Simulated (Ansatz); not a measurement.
**Pd under changes of volume**

One of the cells (15.531 Å³/atom); the others are scaled copies at fixed shape and fractional positions:

```
CELL_PARAMETERS angstrom
2.78367 0.00000 0.00000
-1.39183 2.41072 0.00000
0.00000 0.00000 4.62889
ATOMIC_POSITIONS crystal
Pd 0.33333 0.66667 0.25000
Pd 0.66667 0.33333 0.75000
```

This isn't the form of Pd at room conditions, which is fcc.

| Property | Result |
| --- | --- |
| Program | Ansatz 0.2.0 |
| Functional | PBEsol |
| Potentials or basis | all-electron LAPW, scalar-relativistic |
| Cutoff | 279 eV (chosen from the basis error) |
| Basis error allowed | 0.0005 eV/atom |
| k mesh | 11 × 11 × 6 |
| Occupations | fermi-dirac, width 0.05 eV |
| Spin | no spin polarisation |

```csv
volume (Å³/atom),energy over the lowest point (meV/atom),pressure (GPa)
14.600,0.00,0.2
14.910,3.84,-3.8
15.221,15.02,-7.3
15.531,?,?
15.842,55.66,-13.0
16.153,83.51,-15.3
16.463,115.47,-17.3
```

**Question.** What does the run at 15.531 Å³/atom give?

**Answer.** Energy over the lowest point 32.57 meV/atom; pressure -10.4 GPa.

Worked out: A Birch-Murnaghan fit of order 3 (a polynomial in V^(-2/3)) to the other rows has its minimum at 14.61 Å³/atom with B0 = V·E''(V) = 204 GPa and B' = 5.6 at fixed shape and positions, which overstates the stiffness. It gives 32.54 meV/atom at 15.531 Å³/atom, against the run's 32.57, and -dE/dV = -10.5 GPa, against -10.4.

Energies are extrapolated to zero smearing.
